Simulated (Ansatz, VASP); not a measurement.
# Y: VASP beside Ansatz

```xyz
2
Lattice="3.6474 0.0000 0.0000 -1.8237 3.1587 0.0000 0.0000 0.0000 5.7306" Properties=species:S:1:pos:R:3 pbc="T T T"
Y     1.8237    1.0529    4.2980
Y     0.0000    2.1058    1.4326
```

Alike in both runs: task single point; functional PBE; k mesh 8 × 8 × 5; occupations gaussian, width 0.05 eV; no spin polarisation.

```csv
,VASP,Ansatz
version,VASP 6.6.1,Ansatz 0.2.0
potentials or method,"VASP PAW PBE potentials, release 64 (Y_sv), cutoff 520 eV","all-electron LAPW, scalar-relativistic"
```

Ansatz gave:

| Property | Result |
| --- | --- |
| gap on the k mesh at the Fermi level (eV) | none |
| pressure (GPa) | -0.1 |
| largest component of the traceless stress (GPa) | 0.16 |

Q: Estimate VASP's values.

A: gap on the k mesh at the Fermi level (eV): none; pressure (GPa): -0.2; largest component of the traceless stress (GPa): 0.16.

A gap of «none» marks a metal or a gap that the smearing closes. Ansatz ran all-electron here, so the differences hold the error of VASP's frozen core and of both bases.
